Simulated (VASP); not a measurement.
# A VASP 6.6.1 single-point calculation on Si

INCAR

```
LCHARG = .FALSE.
NBANDS = 44
LWAVE = .FALSE.
LREAL = .FALSE.
NELM = 76
SIGMA = 0.02
METAGGA = TPSS
ISMEAR = -1
IBRION = -1
EDIFF = 1E-7
ISIF = 2
PREC = Accurate
ENCUT = 520
LASPH = .TRUE.
NSW = 0
```

KPOINTS

```
KPOINTS created by Atomic Simulation Environment
0
Gamma
8 8 8
0 0 0
```

POSCAR

```
Si
 1.0000000000000000
     0.0000000000000000    2.7357294901999998    2.7127953184000000
     2.7357294901999998    0.0000000000000000    2.7127953184000000
     2.7357294901999998    2.7357294901999998    0.0000000000000000
 Si
   2
Cartesian
  0.0000000000000000  0.0000000000000000  0.0000000000000000
  1.3678647450999999  1.3678647450999999  1.3563976592000000
```

The recommended PBE PAW datasets give the neutral cell 8 valence electrons.

Command

```
mpirun -np 1 vasp_std
```

Question: How does this run end, and what does it give?

Answer: It converged. Results: gap between bands v and c on the k mesh 0.62 eV; least direct gap on the k mesh 2.66 eV; pressure -0.2 GPa. Band v is the last that the valence electrons fill when counted band by band, and c is the next.

OSZICAR

```
N       E                     dE             d eps       ncg     rms          rms(c)
DAV:   1     0.771331877614E+01    0.77133E+01   -0.25862E+03  5208   0.149E+02
DAV:   2    -0.183107773464E+02   -0.26024E+02   -0.24615E+02  6600   0.475E+01
DAV:   3    -0.190872840203E+02   -0.77651E+00   -0.76916E+00  6688   0.640E+00
DAV:   4    -0.190906279498E+02   -0.33439E-02   -0.33432E-02  6496   0.517E-01
DAV:   5    -0.190906476043E+02   -0.19654E-04   -0.19654E-04  6500   0.371E-02    0.651E+00
DAV:   6    -0.197113093489E+02   -0.62066E+00   -0.40732E+00  5320   0.537E+00    0.465E+00
DAV:   7    -0.196485471566E+02    0.62762E-01   -0.54598E-02  6332   0.573E-01    0.321E+00
DAV:   8    -0.196371264974E+02    0.11421E-01   -0.42841E-02  5584   0.424E-01    0.148E-01
DAV:   9    -0.196384760852E+02   -0.13496E-02   -0.17551E-03  6240   0.826E-02    0.974E-02
DAV:  10    -0.196386895640E+02   -0.21348E-03   -0.18910E-04  5804   0.282E-02    0.594E-02
DAV:  11    -0.196387297011E+02   -0.40137E-04   -0.59561E-05  6204   0.165E-02    0.941E-03
DAV:  12    -0.196387328118E+02   -0.31107E-05   -0.36556E-06  5972   0.447E-03    0.235E-03
DAV:  13    -0.196387351828E+02   -0.23710E-05   -0.19370E-06  5896   0.363E-03    0.290E-03
DAV:  14    -0.196387348712E+02    0.31160E-06   -0.47923E-08  6384   0.551E-04    0.487E-04
DAV:  15    -0.196387348244E+02    0.46873E-07   -0.59502E-10  3536   0.584E-05
   1 F= -.19638735E+02 E0= -.19638735E+02  d E =-.704367E-09
```

For comparison, a separate PBE run of the intended cell, on usual settings and not on those above, gives a gap of 0.55 eV on its mesh and a pressure of 0.6 GPa.
